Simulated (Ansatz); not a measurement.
As:

```
CELL_PARAMETERS angstrom
1.88080 1.08588 3.51406
-1.88080 1.08588 3.51406
0.00000 -2.17176 3.51406
ATOMIC_POSITIONS crystal
As 0.22600 0.22600 0.22600
As 0.77400 0.77400 0.77400
```

Base run:

* Program: Ansatz 0.2.0
* Functional: r2SCAN0 form with a typed share of exact exchange
* Potentials or basis: Ansatz PAW
* Cutoff: 500 eV (not typed: the program's choice for these potentials)
* k mesh: 5 × 5 × 5
* Occupations: fermi-dirac, width 0.05 eV
* Spin: no spin polarisation

Its results: band gap on the k mesh 1.05 eV, indirect (least direct gap 1.43 eV); pressure -0.8 GPa; largest force 0.286 eV/Å.

Task: After a change of settings the same cell gave: band gap on the k mesh 0.75 eV, indirect (least direct gap 1.13 eV); pressure -0.2 GPa; largest force 0.208 eV/Å. Which change was it?
A. functional from r2SCAN0 form with a typed share of exact exchange to PBE; cutoff from 500 eV (not typed: the program's choice for these potentials) to 420 eV (not typed: the program's choice for these potentials); k mesh from 5 × 5 × 5 to 9 × 9 × 9
B. functional from r2SCAN0 form with a typed share of exact exchange to r2SCAN0; share of exact exchange from 0.35 to 0.25
C. share of exact exchange from 0.35 to 0.5
D. share of exact exchange from 0.35 to 0.1

Result: B.

Caveats: odd divisions of the mesh miss points on the zone boundary, where band edges often lie, so the gap on the mesh can be too wide; the PAW data sets come from PBE, with cores solved anew for the run's functional, which leaves a small shift of forces and pressure; the thresholds are loose for stress.
